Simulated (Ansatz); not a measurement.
## Electron scattering at the Σ5 (310) boundary in fcc Al with Ta (substitutional)

How much does the Σ5 (310) boundary in fcc Al with Ta (substitutional) reflect electrons?

Program: Ansatz 0.2.0. Level of theory: Ansatz plane-wave DFT, PBE, PAW files; relaxation of a bicrystal slab with its lowest layers held; PAW set soft_1, in the first sound run; inputs show where later runs differ. Results are calculated unless marked as measured.

### 1. The structure

The cell holds 30 atoms: 29 Al and 1 Ta. Cell: a = 6.400 Å, b = 4.048 Å, c = 30.201 Å, α = 90.0°, β = 90.0°, γ = 90.0°. It derives from Al. built on the (3 1 0) plane; 2 overlapping atoms removed and the grains opened by 0 Å. Vacuum lies along c.

### 2. Relaxing the bicrystal

The boundary is built by mirroring the lower grain in the boundary plane and removing any atoms that overlap; then the Ta is put in at the boundary. A thin bicrystal slab is relaxed first, with the lowest layers held and the upper grain free to shift and open.

input.yaml reads:

```yaml
crystal:
  lattice:
    - [6.40040255, 0.0, 0.0]
    - [0.0, 4.04797, 0.0]
    - [0.0, 0.0, 30.20120765]
  atoms:
    - { symbol: Al, position: [0.9, 0.5, 0.1655562936] }
    - { symbol: Al, position: [0.6, 0.0, 0.186748832] }
    - { symbol: Al, position: [0.3, 0.5, 0.2079413705] }
    - { symbol: Al, position: [0.0, 0.0, 0.229133909] }
    - { symbol: Al, position: [0.7, 0.5, 0.2503264475] }
    - { symbol: Al, position: [0.4, 0.0, 0.2715189859] }
    - { symbol: Al, position: [0.1, 0.5, 0.2927115244] }
    - { symbol: Al, position: [0.8, 0.0, 0.3139040629] }
    - { symbol: Al, position: [0.5, 0.5, 0.3350966013] }
    - { symbol: Al, position: [0.2, 0.0, 0.3562891398] }
    - { symbol: Al, position: [0.9, 0.5, 0.3774816783] }
    - { symbol: Al, position: [0.6, 0.0, 0.3986742168] }
    - { symbol: Al, position: [0.3, 0.5, 0.4198667552] }
    - { symbol: Ta, position: [0.0, 0.0, 0.4410592937] }
    - { symbol: Al, position: [0.6, 0.0, 0.4834443706] }
    - { symbol: Al, position: [0.9, 0.5, 0.5046369091] }
    - { symbol: Al, position: [0.2, 0.0, 0.5258294476] }
    - { symbol: Al, position: [0.5, 0.5, 0.5470219861] }
    - { symbol: Al, position: [0.8, 0.0, 0.5682145245] }
    - { symbol: Al, position: [0.1, 0.5, 0.589407063] }
    - { symbol: Al, position: [0.4, 0.0, 0.6105996015] }
    - { symbol: Al, position: [0.7, 0.5, 0.6317921399] }
    - { symbol: Al, position: [0.0, 0.0, 0.6529846784] }
    - { symbol: Al, position: [0.3, 0.5, 0.6741772169] }
    - { symbol: Al, position: [0.6, 0.0, 0.6953697554] }
    - { symbol: Al, position: [0.9, 0.5, 0.7165622938] }
    - { symbol: Al, position: [0.2, 0.0, 0.7377548323] }
    - { symbol: Al, position: [0.5, 0.5, 0.7589473708] }
    - { symbol: Al, position: [0.8, 0.0, 0.7801399092] }
    - { symbol: Al, position: [0.1, 0.5, 0.8013324477] }
kpoints:
  mp_grid: { grid: [4, 6, 1] }
hamiltonian:
  xc: pbe
  pseudopotentials: { kind: paw, azcp: { folder: soft_1 } }
scf:
  occupations: { method: fermi_dirac, width: 0.1 }
relax:
  f_tol: 0.03
  max_steps: 80
  constraints: [{ sites: [0, 1, 2, 3, 4] }]
```

Started as:

```
> ansatz run input.yaml --threads 4 --pin off --max-ram 15360MiB --backend cpu --events-out ev --progress --plain --runs-dir out
```

Numbers of over 12 decimals in the logs are rounded to 6 here.

Output:

```text
Engine: ansatz 0.2.0, aarch64-unknown-linux-gnu
Pseudopotentials: kind: paw
Pseudopotential: Al, paw, valence charge 3, recommended cutoff 420 eV (normal), soft_1/Al.paw.azcp
Pseudopotential: Ta, paw, valence charge 13, recommended cutoff 420 eV (normal), soft_1/Ta.paw.azcp
Functional definition: PBE
  parameter kappa = 0.804
  parameter beta = 0.066725
  exchange = pbe_x(kappa = kappa, mu = beta*pi^2/3)
  correlation = pbe_c(beta = beta)
Crystal: 30 atoms, lattice volume = 782.472 Å³
Basis set: ecut = 420 eV, 15321 PW (Γ), exchange–correlation on 90×60×432 points (8 copies of the dense FFT grid, shifted against one another)
Bands: 80, of which v1, the nominal top of the filled ones, is band 50 counted from 1 (49 counted from 0)
Symmetry: 2 space group operations
Space group: Pm (ITA 6), of the structure as read, at distance tolerance 9.2e-5 Å
k-points: 12 of 24 (time reversal used)
Non-local potential: Al, projectors of the file, l = 0: 2, l = 1: 2, l = 2: 1
Non-local potential: Ta, projectors of the file, l = 0: 3, l = 1: 2, l = 2: 2, l = 3: 1
PAW form: soft (Blöchl's): semilocal exchange-correlation on the pseudo side does not see the compensation charge
PAW one-centre angular grid: Al, 110 points (default); XC on 64 Gauss nodes
PAW one-centre angular grid: Ta, 590 points (default); XC on 64 Gauss nodes
Initial density: superposition of atomic densities (neutral atoms: chi_scale 0, normalization atom)
Initial wavefunctions: pseudopotential atomic-orbital guess
Functional: x = pbe(κ = 0.804, μ = 0.219515), c = pbe(β = 0.066725)
SCF iter   1: F=—  HF=-25520.475740 eV  |F-HF|=—  |Δ(HF+E_count)|=         —  Δρ=2.21e-2  dr2=5.12e1  ethr=3.10e-3  ⟨swp⟩=9.2  Hψ=5611  notcnv=0  defer=25
preconditioner: auto → LDOS  [metal: Δε(μ)=0.035 eV  Ē_g=6.268 eV  σ=0.100 eV  W_gap=0.09  n_scr=94 (ndim 8)  ℏωp=12.7 eV  f_vac=0.242  D(μ)=11.78/eV (n_scr^D=50)  β→1.0]
SCF iter   2: F=—  HF=-25517.311462 eV  |F-HF|=—  |Δ(HF+E_count)|=    3.16e0  Δρ=9.14e-3  dr2=5.78e0  ethr=3.10e-3  ⟨swp⟩=6.0  Hψ=2936  notcnv=0  defer=49
SCF iter   3: F=—  HF=-25516.967663 eV  |F-HF|=—  |Δ(HF+E_count)|=   3.44e-1  Δρ=2.04e-3  dr2=2.24e-1  ethr=3.10e-3  ⟨swp⟩=4.2  Hψ=1733  notcnv=0  defer=51
SCF iter   4: F=—  HF=-25516.954574 eV  |F-HF|=—  |Δ(HF+E_count)|=   1.31e-2  Δρ=4.82e-4  dr2=1.09e-2  ethr=2.24e-4  ⟨swp⟩=2.4  Hψ=1403  notcnv=0  defer=49
SCF iter   5: F=—  HF=-25516.954274 eV  |F-HF|=—  |Δ(HF+E_count)|=   3.00e-4  Δρ=1.50e-4  dr2=3.97e-4  ethr=1.09e-5  ⟨swp⟩=2.0  Hψ=1412  notcnv=0  defer=49
SCF iter   6: F=—  HF=-25516.954308 eV  |F-HF|=—  |Δ(HF+E_count)|=   3.32e-5  Δρ=3.27e-5  dr2=3.89e-5  ethr=3.97e-7  ⟨swp⟩=2.2  Hψ=1558  notcnv=0  defer=49
SCF iter   7: F=-25516.954309 eV  HF=-25516.954312 eV  |F-HF|=2.48e-6  |Δ(HF+E_count)|=   4.26e-6  Δρ=1.55e-5  dr2=5.79e-6  ethr=2.25e-8  ⟨swp⟩=4.8  Hψ=3009  notcnv=0
SCF 1 converged in 7 iterations: F = -25516.954309 eV  dr2 = 5.79e-6
  greatest PAW one-centre occupation: 0.999 electrons in one spin orbital (limit 2), on the Ta atom at site 13 (counted from 0), in its partial waves of l = 0
relax step   1: F+E_penalty+E_count = -25516.95430939 eV  Δ(F+E_penalty+E_count) = +0.000e0 eV  max|allowed force component| = 5.855e-1 eV/Å  Δτ_max = 0.0000 Å  (7 SCF iters, dr2 threshold 2.25e-5 eV, accepted)
Initial density: handed on by an earlier stage of this run
Initial wavefunctions: those handed on with the density
iter 1 solved again at ethr=1.34e-3 eV; its pass at ethr=3.10e-3 eV (dr2=1.34e0 eV) is discarded
SCF iter   1: F=—  HF=-25517.329969 eV  |F-HF|=—  |Δ(HF+E_count)|=         —  Δρ=4.73e-3  dr2=1.59e0  ethr=1.34e-3  ⟨swp⟩=1.2  Hψ=3625  notcnv=0  defer=42
preconditioner: auto → LDOS  [metal: Δε(μ)=0.002 eV  Ē_g=6.133 eV  σ=0.100 eV  W_gap=0.01  n_scr=94 (ndim 8)  ℏωp=12.7 eV  f_vac=0.254  D(μ)=13.48/eV (n_scr^D=64)  β→1.0]
SCF iter   2: F=—  HF=-25517.229903 eV  |F-HF|=—  |Δ(HF+E_count)|=   1.00e-1  Δρ=1.27e-3  dr2=2.94e-2  ethr=1.34e-3  ⟨swp⟩=1.8  Hψ=1019  notcnv=0  defer=42
SCF iter   3: F=—  HF=-25517.226471 eV  |F-HF|=—  |Δ(HF+E_count)|=   3.43e-3  Δρ=4.06e-4  dr2=5.46e-3  ethr=2.94e-5  ⟨swp⟩=2.1  Hψ=1503  notcnv=0  defer=42
SCF iter   4: F=—  HF=-25517.225812 eV  |F-HF|=—  |Δ(HF+E_count)|=   6.59e-4  Δρ=8.96e-5  dr2=3.25e-4  ethr=5.46e-6  ⟨swp⟩=1.9  Hψ=1245  notcnv=0  defer=43
SCF iter   5: F=-25517.225805 eV  HF=-25517.225812 eV  |F-HF|=6.90e-6  |Δ(HF+E_count)|=   4.40e-8  Δρ=1.72e-5  dr2=8.71e-6  ethr=2.14e-8  ⟨swp⟩=3.7  Hψ=3906  notcnv=0
SCF 2 converged in 5 iterations: F = -25517.225805 eV  dr2 = 8.71e-6
relax step   2: F+E_penalty+E_count = -25517.22580469 eV  Δ(F+E_penalty+E_count) = -2.715e-1 eV  max|allowed force component| = 3.598e-1 eV/Å  Δτ_max = 0.1937 Å  (5 SCF iters, dr2 threshold 2.14e-5 eV, accepted)
iter 1 solved again at ethr=2.50e-4 eV; its pass at ethr=3.10e-3 eV (dr2=2.50e-1 eV) is discarded
SCF iter   1: F=—  HF=-25517.335622 eV  |F-HF|=—  |Δ(HF+E_count)|=         —  Δρ=2.20e-3  dr2=3.27e-1  ethr=2.50e-4  ⟨swp⟩=1.8  Hψ=3547  notcnv=0  defer=49
eigensolver tolerance schedule calibrated: the retry pair's looser diagonalisation under-reported the residual by θ = 0.23 (0.21/decade); ethr = c·dr2/N_el runs at the constant in force after the calibration composes with the one it found (an armed cap, an earlier calibration), c = 2.2e-2
preconditioner: auto → LDOS  [metal: Δε(μ)=0.006 eV  Ē_g=6.150 eV  σ=0.100 eV  W_gap=0.02  n_scr=94 (ndim 8)  ℏωp=12.7 eV  f_vac=0.257  D(μ)=13.18/eV (n_scr^D=56)  β→1.0]
SCF iter   2: F=—  HF=-25517.316931 eV  |F-HF|=—  |Δ(HF+E_count)|=   1.87e-2  Δρ=6.21e-4  dr2=7.76e-3  ethr=7.12e-5  ⟨swp⟩=2.3  Hψ=1530  notcnv=0  defer=49
SCF iter   3: F=—  HF=-25517.316554 eV  |F-HF|=—  |Δ(HF+E_count)|=   3.77e-4  Δρ=2.83e-4  dr2=2.41e-3  ethr=1.69e-6  ⟨swp⟩=2.4  Hψ=1640  notcnv=0  defer=49
SCF iter   4: F=—  HF=-25517.316098 eV  |F-HF|=—  |Δ(HF+E_count)|=   4.56e-4  Δρ=5.31e-5  dr2=5.08e-5  ethr=5.26e-7  ⟨swp⟩=2.5  Hψ=1676  notcnv=0  defer=49
SCF iter   5: F=-25517.316091 eV  HF=-25517.316094 eV  |F-HF|=2.03e-6  |Δ(HF+E_count)|=   4.06e-6  Δρ=1.34e-5  dr2=3.45e-6  ethr=1.76e-9  ⟨swp⟩=5.0  Hψ=3353  notcnv=0
SCF 3 converged in 5 iterations: F = -25517.316091 eV  dr2 = 3.45e-6
relax step   3: F+E_penalty+E_count = -25517.31609149 eV  Δ(F+E_penalty+E_count) = -9.029e-2 eV  max|allowed force component| = 2.059e-1 eV/Å  Δτ_max = 0.1960 Å  (5 SCF iters, dr2 threshold 8.09e-6 eV, accepted)
[...]
relax step   4: F+E_penalty+E_count = -25517.35354791 eV  Δ(F+E_penalty+E_count) = -3.746e-2 eV  max|allowed force component| = 7.401e-2 eV/Å  Δτ_max = 0.2000 Å  (5 SCF iters, dr2 threshold 1.39e-5 eV, accepted)
[...]
relax step   5: F+E_penalty+E_count = -25517.35421890 eV  Δ(F+E_penalty+E_count) = -6.710e-4 eV  max|allowed force component| = 2.876e-1 eV/Å  Δτ_max = 0.1352 Å  (7 SCF iters, accepted)
[...]
relax step   6: F+E_penalty+E_count = -25517.36077988 eV  Δ(F+E_penalty+E_count) = -6.561e-3 eV  max|allowed force component| = 2.717e-2 eV/Å  Δτ_max = 0.0379 Å  (4 SCF iters, dr2 threshold 1.07e-5 eV, accepted)
iter 1 solved again at ethr=7.49e-9 eV; its pass at ethr=3.10e-3 eV (dr2=7.49e-6 eV) is discarded
SCF iter   1: F=—  HF=-25517.360968 eV  |F-HF|=—  |Δ(HF+E_count)|=         —  Δρ=1.89e-5  dr2=7.49e-6  ethr=7.49e-9  ⟨swp⟩=1.8  Hψ=2328  notcnv=0  defer=48
preconditioner: auto → LDOS  [metal: Δε(μ)=0.005 eV  Ē_g=6.161 eV  σ=0.100 eV  W_gap=0.01  n_scr=94 (ndim 8)  ℏωp=12.7 eV  f_vac=0.258  D(μ)=13.10/eV (n_scr^D=56)  β→1.0]
SCF iter   2: F=—  HF=-25517.360785 eV  |F-HF|=—  |Δ(HF+E_count)|=   1.82e-4  Δρ=8.99e-6  dr2=1.85e-6  ethr=7.49e-9  ⟨swp⟩=2.1  Hψ=1523  notcnv=0  defer=48
SCF iter   3: F=—  HF=-25517.360785 eV  |F-HF|=—  |Δ(HF+E_count)|=   2.50e-7  Δρ=2.61e-6  dr2=3.24e-7  ethr=1.85e-9  ⟨swp⟩=2.3  Hψ=1513  notcnv=0  defer=48
SCF iter   4: F=-25517.360785 eV  HF=-25517.360785 eV  |F-HF|=5.28e-8  |Δ(HF+E_count)|=   1.92e-8  Δρ=1.28e-6  dr2=6.60e-8  ethr=1.00e-10  ⟨swp⟩=5.0  Hψ=2994  notcnv=0
SCF 7 converged in 4 iterations: F = -25517.360785 eV  dr2 = 6.60e-8
relax step   7: F+E_penalty+E_count = -25517.36078492 eV  Δ(F+E_penalty+E_count) = -5.041e-6 eV  max|allowed force component| = 2.711e-2 eV/Å  Δτ_max = 0.0000 Å  (4 SCF iters, accepted)
SCF converged after 4 iterations
Free energy (F): -25517.360785 eV
Harris-Foulkes:  -25517.360785 eV  (|F-HF|=5.28e-8)
Internal energy: -25516.940555 eV  (E = F + TS)
E sigma→0 (E₀):  -25517.150670 eV
Entropy (-TS):   -0.420230 eV (-14.008 meV/atom)
Fermi energy:    3.752278 eV
--- Per-component energies (eV) ---
  E_band       = -336.830967
  E_kinetic    = 1020.997700
  E_local      = -25247.938344  (includes V_loc(G=0)·N_el)
  E_nonlocal   = 280.954931
  E_hartree    = 12436.545944
  E_xc         = -1399.581305
  E_vxc        = -1059.931863  (∫ρ·V_xc dr)
  E_paw        = -21916.760434  (= ΣΔE_a)
  E_vpaw       = -203.984857  (= ΣTr[D̂ρ^β])
  E_aug_tail   = 0.000043  (compensation charges beyond the density's cutoff)
  E_ewald      = 9308.840910
  E_smearing   = -0.420230  (= −TS)
  E_closure    = -0.000000  (closes the sum)
  Σ components = -25517.360785   (vs F -25517.360785, Δ=0.00e0)
--- Forces (eV/Å), atoms counted from 1 ---
  atom   1  Al    -0.10653451     0.00000000     0.23637794
  atom   2  Al     0.16804599     0.00000000    -0.07876100
  atom   3  Al    -0.17854982     0.00000000    -0.10473790
  atom   4  Al     0.05827112     0.00000000    -0.05219834
  atom   5  Al     0.04007003     0.00000000     0.01072658
  atom   6  Al     0.00056082     0.00000000    -0.01070662
  atom   7  Al     0.00567545     0.00000000    -0.02514288
  atom   8  Al    -0.00509936     0.00000000     0.00148385
  atom   9  Al     0.00073843     0.00000000    -0.01109800
  atom  10  Al    -0.01421014     0.00000000     0.00220304
  atom  11  Al     0.01210013     0.00000000     0.00346527
  atom  12  Al    -0.00261475     0.00000000     0.01266020
  atom  13  Al     0.00400903     0.00000000    -0.00553022
  atom  14  Ta     0.00068528     0.00000000     0.01624380
  atom  15  Al     0.00853279     0.00000000     0.00868186
  atom  16  Al    -0.01636595     0.00000000     0.00329037
  atom  17  Al     0.02136804     0.00000000     0.02710698
  atom  18  Al    -0.00576807     0.00000000    -0.00980290
  atom  19  Al    -0.00217683     0.00000000    -0.00589405
  atom  20  Al     0.00200436     0.00000000    -0.01882601
  atom  21  Al     0.00101144     0.00000000    -0.00630811
  atom  22  Al    -0.00224163     0.00000000     0.00053653
  atom  23  Al     0.00403125     0.00000000     0.00787468
  atom  24  Al     0.00491606     0.00000000     0.00725255
  atom  25  Al    -0.00177182     0.00000000     0.00784658
  atom  26  Al    -0.00004714     0.00000000    -0.00186943
  atom  27  Al     0.00095103     0.00000000    -0.00403462
  atom  28  Al     0.00661164     0.00000000    -0.00510808
  atom  29  Al    -0.00349066     0.00000000    -0.00433276
  atom  30  Al    -0.00071609     0.00000000    -0.00137791
  max |Σ_I F_I| component: 2.14e-5 eV/Å
--- Relaxed structure (7 steps of the walk, 7 accepted, 0 SCFs on fresh bases) ---
  F+E_penalty+E_count = -25517.36078492 eV   max|allowed force component| = 2.711e-2 eV/Å
  atoms:
    - { symbol: Al, position: [0.9, 0.5, 0.165556] }
    - { symbol: Al, position: [0.6, 0.0, 0.186748832] }
    - { symbol: Al, position: [0.3, 0.5, 0.207941] }
    - { symbol: Al, position: [0.0, 0.0, 0.229134] }
    - { symbol: Al, position: [0.7, 0.5, 0.250326] }
    - { symbol: Al, position: [0.401957, 0.0, 0.272599] }
    - { symbol: Al, position: [0.110535, 0.5, 0.295084] }
    - { symbol: Al, position: [0.813251, 0.0, 0.312197] }
    - { symbol: Al, position: [0.517678, 0.5, 0.336380] }
    - { symbol: Al, position: [0.224228, 0.0, 0.361485] }
    - { symbol: Al, position: [0.918989, 0.5, 0.379061] }
    - { symbol: Al, position: [0.620134, 0.0, 0.395649] }
    - { symbol: Al, position: [0.310961, 0.5, 0.443149] }
    - { symbol: Ta, position: [0.000244706, 0.0, 0.440134] }
    - { symbol: Al, position: [0.617299, 0.0, 0.483452] }
    - { symbol: Al, position: [0.917822, 0.5, 0.500763] }
    - { symbol: Al, position: [0.218357, 0.0, 0.518575] }
    - { symbol: Al, position: [0.513211, 0.5, 0.542501] }
    - { symbol: Al, position: [0.813805, 0.0, 0.566876] }
    - { symbol: Al, position: [0.111181, 0.5, 0.584505] }
    - { symbol: Al, position: [0.406304, 0.0, 0.606409] }
    - { symbol: Al, position: [0.706040, 0.5, 0.629570] }
    - { symbol: Al, position: [0.00960625, 0.0, 0.649729] }
    - { symbol: Al, position: [0.304501, 0.5, 0.670950] }
    - { symbol: Al, position: [0.600740, 0.0, 0.693956] }
    - { symbol: Al, position: [0.901300, 0.5, 0.712335] }
    - { symbol: Al, position: [0.205002, 0.0, 0.734790] }
    - { symbol: Al, position: [0.497666, 0.5, 0.760355] }
    - { symbol: Al, position: [0.803758, 0.0, 0.777627] }
    - { symbol: Al, position: [0.090574, 0.5, 0.793693] }
```

It took 1.7 min on 4 threads of Arm Neoverse V1, shared host; peak memory 1.7 GiB; 6.6 min of CPU time.

Relaxation path:

```csv
step,energy less that of the first step (eV),largest force component (eV/Å)
1,0.0000,0.5855
2,-0.2715,0.3598
3,-0.3618,0.2059
4,-0.3992,0.0740
5,-0.3999,0.2876
6,-0.4065,0.0272
7,-0.4065,0.0271
```

Forces are held to the 2 operations that the run works with; a distortion that breaks them can't arise in this run.

The atoms that moved most (Å):

```
atom      dx     dy      dz  length
Al13   0.070  0.000   0.703   0.707
Al17   0.117  0.000  -0.219   0.249
Al30  -0.060  0.000  -0.231   0.238
Al10   0.155  0.000   0.157   0.221
Al20   0.072  0.000  -0.148   0.164
Al16   0.114  0.000  -0.117   0.163
Al18   0.085  0.000  -0.137   0.161
Al12   0.129  0.000  -0.091   0.158
```

This step gave:

* free energy: -25517.3608 eV
* energy at zero smearing: -25517.1507 eV
* Fermi energy: 3.752 eV

The largest force component on a free atom ends at 0.027 eV/Å, under the tolerance of 0.03, after 7 steps.

(Continued in part 2 of 2.)

[Logs are printed without paths, hosts, clocks, repeated set-up lines and the standing remarks that a program may print on its own settings, such as how far it seeks lower states.]

[Hosts, paths, dates, database ids (printed as entryN), source tags and the programs' standing remarks are cut or masked in the printed files.]
